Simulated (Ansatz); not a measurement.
The system is TiSe.

```
Ti Se
1.0
     0.00000    3.10300    3.10300
     3.10300    0.00000    3.10300
     3.10300    3.10300    0.00000
Ti Se
1 1
Direct
  0.00000 0.00000 0.00000
  0.25000 0.25000 0.25000
```

The cell comes from a database or a generator and needn't be the stable form of this composition.

Base run:

- Program: Ansatz 0.2.0
- Functional: r2SCAN
- Potentials or basis: Ansatz PAW
- Cutoff: 500 eV
- Density cutoff: 2000 eV
- k mesh: 8 × 8 × 8
- Occupations: fermi-dirac, width 0.05 eV
- Spin: no spin polarisation
- Hubbard terms: Ti d U = 6 eV

Its results: band gap on the k mesh none (metal or under the smearing width); pressure -7.0 GPa.

The run is repeated on the same cell with these changes: hubbard terms from Ti d U = 6 eV to Ti d U = 1 eV. What comes out?

Band gap on the k mesh none (metal or under the smearing width); pressure -10.7 GPa.

Caveats: U without spin polarisation on a metal has little footing; the PAW data sets come from PBE, with cores solved anew for the run's functional, which leaves a small shift of forces and pressure; the density of states is complete only up to the lowest level of the last band computed.

Not every run made on this cell is shown here.
